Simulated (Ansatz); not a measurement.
BaS (zincblende), relaxed with r2SCAN: 7 runs in Ansatz 0.2.0, each a construction of maximally localised Wannier functions. The symmetry is F-43m (No. 216, cubic); a = 7.039 Å in the conventional setting, 43.59 Å³ an atom. Around Ba lie 4 S at 3.05 Å; around S lie 4 Ba at 3.05 Å. No spin polarisation. The prototype was imposed, so other structures may be more stable.

```yaml
crystal:
  lattice:
    - [0.00000, 3.51941, 3.51941]
    - [3.51941, 0.00000, 3.51941]
    - [3.51941, 3.51941, 0.00000]
  atoms:
    - { symbol: Ba, position: [0.00000, 0.00000, 0.00000] }
    - { symbol: S, position: [0.25000, 0.25000, 0.25000] }
```

Windows count from the top of the filled bands; a dash means that no such window was set (without an outer window there is no disentanglement). Rows marked drawn have settings drawn at random (some not listed).

| functional | SCF mesh | trial orbitals | functions | mesh | window (eV) | frozen (eV) | settings | Ω total (Å²) | Ω invariant (Å²) | largest spread (Å²) | least projectability | interpolation miss of the model's filled bands (eV, to the nearest computed level) |
| --- | --- | --- | --- | --- | --- | --- | --- | --- | --- | --- | --- | --- |
| PBE | 6×6×6 | S s, S p | 4 | 4×4×4 | – | – | chosen | 9.22 | 8.36 | 2.30 | 0.79 | 0.010 |
| PBE | 6×6×6 | S s, S p | 4 | 6×6×6 | – | – | chosen | 9.81 | 8.92 | 2.45 | 0.79 | 0.001 |
| PBE | 6×6×6 | S p | 3 | 4×4×4 | – | – | chosen | 7.19 | 7.12 | 2.40 | 0.91 | 0.009 |
| r2SCAN | 6×6×6 | S s, S p | 4 | 4×4×4 | – | – | chosen | 9.31 | 8.43 | 2.33 | 0.77 | 0.013 |
| r2SCAN | 6×6×6 | S p | 3 | 4×4×4 | – | – | chosen | 7.03 | 6.96 | 2.34 | 0.92 | 0.008 |
| HSE06 | 4×4×4 | S s, S p | 4 | 4×4×4 | – | – | chosen | 9.60 | 8.74 | 2.40 | 0.73 | – |
| PBE | 6×6×6 | S p | 3 | 5×5×5 | – | – | drawn | 7.47 | 7.40 | 2.49 | 0.91 | 0.004 |

A dash in the last column means that the miss wasn't evaluated.

For S s, S p with PBE the spread goes 9.22 Å² (4×4×4), 9.81 Å² (6×6×6): finite differences on a coarse mesh understate it.

Spin-orbit coupling is left out.
